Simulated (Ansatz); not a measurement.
**Zone-centre modes in BaZrO₃**

All numbers below come from DFT PBEsol, scalar-relativistic, plane waves, PAW (Ansatz 0.2.0). Cutoff 420 eV, Γ-centred 6×6×6 k-points, Gaussian smearing of 0.05 eV. No spin polarisation.

The starting cell (relaxed at this level; it needn't be the usual structure):

```
CELL_PARAMETERS angstrom
-2.94860 2.94860 4.19011
2.94860 -2.94860 4.19011
2.94860 2.94860 -4.19011
ATOMIC_POSITIONS crystal
Ba 0.75000 0.25000 0.50000
Ba 0.25000 0.75000 0.50000
Zr 0.00000 0.00000 0.00000
Zr 0.50000 0.50000 0.00000
O 0.75000 0.75000 0.00000
O 0.25000 0.25000 0.00000
O 0.22608 0.72608 0.95216
O 0.77392 0.27392 0.04784
O 0.72608 0.77392 0.50000
O 0.27392 0.22608 0.50000
```

Harmonic modes by finite displacements of 0.02 Å, without the LO–TO term.

(1) At this geometry, is the structure stable against these modes?

(2) List the wavenumbers in cm⁻¹.

Answers

(1) Yes: no mode is imaginary beyond 10 cm⁻¹, and only the three translations lie near zero.

(2) 0, 0, 0, 26, 26, 101, 101, 104, 104, 104, 109, 113, 190, 190, 193, 193, 193, 202, 300, 301, 301, 354, 354, 357, 490, 490, 494, 532, 533, 788.

Cost: 1 run of about 7.1 core-minutes, on Arm Neoverse V1 (shared hosts).